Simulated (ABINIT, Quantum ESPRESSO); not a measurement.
**Pd and the effect of the pressure**

The cell as given:

Symmetry: Fm-3m, No. 225, cubic system. Conventional cell: a = 3.893 Å, b = 3.893 Å, c = 3.893 Å, α = 90.00°, β = 90.00°, γ = 90.00°. Around Pd (site symmetry m-3m) lie 12 Pd at 2.75 Å.

Kept alike: task relaxation of cell and atoms; functional PBE; k mesh 12 × 12 × 12; occupations fermi-dirac, width 0.05 eV; no spin polarisation. Program: Quantum ESPRESSO, SSSP 1.3 efficiency PBE, cutoff 939 eV. The mesh is that of the run's cell of 1 atom. No spin-orbit coupling.

| pressure, P (GPa) | volume (Å³/atom) |
| --- | --- |
| 0 | 15.304 |
| 2 | 15.129 |
| 5 | ? |
| 10 | 14.536 |
| 20 | 13.955 |
| 30 | 13.491 |

The relaxations keep at least the cell's symmetry (Fm-3m). For a metal such a mesh leaves the last digits unconverged. The runs follow the start's structure, whether or not it is the stable one at these pressures. P is the pressure aimed at, which the runs meet within some hundredths to tenths of a GPa.

Question: Fit the rows shown and predict the run at 5 GPa.

Answer: Murnaghan's form V = V0 (1 + B′P/B0)^(-1/B′) through the rows shown has V0 = 15.3035, B0 = 170.1 GPa and B′ = 5.06 (largest miss 0.0007); at P = 5 it gives 14.890 Å³/atom. The run gave: volume 14.889 Å³/atom.
